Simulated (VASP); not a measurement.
The system is Fe.

```
CELL_PARAMETERS angstrom
-1.44300 1.44300 1.44300
1.44300 -1.44300 1.44300
1.44300 1.44300 -1.44300
ATOMIC_POSITIONS crystal
Fe 0.00000 0.00000 0.00000
```

```yaml
Program: VASP 6.6.1
Task: relaxation of cell and atoms
Functional: r2SCAN
Dispersion: rVV10
Potentials_or_basis: VASP PAW PBE potentials, release 64 (Fe)
Cutoff: 600 eV
k_mesh: 13 × 13 × 13
Occupations: methfessel-paxton, width 0.1 eV
Spin: collinear spin, ferromagnetic start
Starting_moments: "[3.0] μB"
```

At the start: pressure -6.1 GPa; volume 12.02 Å³/atom.

Task: Where does the relaxation end?

Result: Over 3 steps the energy falls by 7.1 meV/atom and the volume is 11.66 Å³/atom (-3.0 %); space group Im-3m (No. 229, to 0.05 Å); moment 2.65 μB per cell.

Step by step:
```csv
step,energy change (eV),largest force (eV/Å),pressure (GPa),volume (Å³)
1,0.0000,0.0000,-6.07,12.02
2,0.0033,0.0000,8.21,11.24
3,-0.0071,0.0000,-0.05,11.66
```

Final structure:
```yaml
crystal:
  lattice:
    - [-1.42854, 1.42854, 1.42854]
    - [1.42854, -1.42854, 1.42854]
    - [1.42854, 1.42854, -1.42854]
  atoms:
    - { symbol: Fe, position: [0.00000, 0.00000, 0.00000] }
```

Caveat: the PAW data sets were made with another functional, which shifts forces and pressure a little.
